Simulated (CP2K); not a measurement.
The system is SiO2.

```xyz
12
Lattice="6.8425 0.0000 0.0000 -4.8487 4.8280 0.0000 -0.9969 -2.4140 6.3244" Properties=species:S:1:pos:R:3 pbc="T T T"
Si    0.9969    2.4140    4.0870
Si   -2.7806    3.9740    0.0000
Si    4.7745    0.8540    0.0000
Si    0.0000    0.0000    2.2374
O    -4.6265    1.9106    5.0055
O     1.2191   -0.5034    1.3189
O     4.6265   -1.9106    5.0055
O    -1.2191    0.5034    1.3189
O    -0.4985   -1.2070    3.1622
O     3.4212    0.0000    0.0000
O    -2.4243    2.4140    0.0000
O     0.4985    1.2070    3.1622
```

The cell comes from a database or a generator and needn't be the stable form of this composition.

Base run:

```yaml
Program: CP2K 2026.2
Functional: PBEsol
Potentials_or_basis: POTENTIAL_UZH Si GTH-PBE-q4, O GTH-PBE-q6; DZVP-MOLOPT-PBE-GTH basis
Density_cutoff: 11565 eV
k_mesh: 5 × 5 × 5
Occupations: fermi-dirac, width 0.05 eV
Spin: no spin polarisation
```

Its results: band gap on the k mesh 7.37 eV, indirect (least direct gap 7.38 eV); pressure 3.4 GPa; largest force 0.217 eV/Å.

Q: The run is repeated on the same cell with these changes: functional from PBEsol to BEEF-vdW. What comes out?

A: Band gap on the k mesh 6.85 eV, direct; pressure 1.6 GPa; largest force 0.137 eV/Å.

Caveats: the potentials were made for another functional, which shifts forces and pressure; an odd mesh through Γ misses points on the zone boundary, where band edges often lie; the basis of atomic orbitals isn't converged, which shifts pressures, moduli and gaps.
